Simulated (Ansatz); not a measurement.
# Does disorder add resistance in series? Pt(111) layers with 12.5 % Ru

Two lengths of the disordered region are known. What area resistance does the third give?

Set-up. Ansatz 0.2.0, plane waves with PAW datasets at their recommended cutoffs (420 eV for most), Fermi-Dirac smearing; ballistic transmission by layer matching. The area resistance is RA = A (h/2e²)(1/T − 1/N), with T the zone-mean transmission per spin and N the lead's channels, both averaged over a few energies near the Fermi level; for magnets each spin is taken apart, with h/e², and the two conduct in parallel. Lateral cell 2x2, PBE, a fresh random draw for each length.

The runs, with one result withheld:

| length (Å) | channels N | RA (fΩ m²) |
| --- | --- | --- |
| 9.06 | 6.753 | 0.280 |
| 18.1 | 6.787 | 0.424 |
| 27.2 | 6.713 | ? |

Worked fit:

Ohm's law makes RA linear in the length: the slope is (0.424 − 0.280)/(18.1 − 9.06) = 0.0159 fΩ m² per Å, or 16 µΩ cm. Then 0.424 + 0.0159 × 9.06. Predicted: 0.569 fΩ m².

What the run gave:

0.640 fΩ m², so the prediction is 11 % too low. The three lengths together give 20 µΩ cm. The two increments are 0.14 and 0.22 fΩ m²; with one draw for each length, their difference can't be told from scatter.

Caveats: The scatterers repeat sideways with the small cell. The slope is a raw one; a model of isotropic scattering puts it 1.03 times the bulk value over these lengths. Atoms sit unrelaxed on the host's lattice, and the pair may not mix at random in practice. Spin-orbit coupling is left out, which matters for Pt.
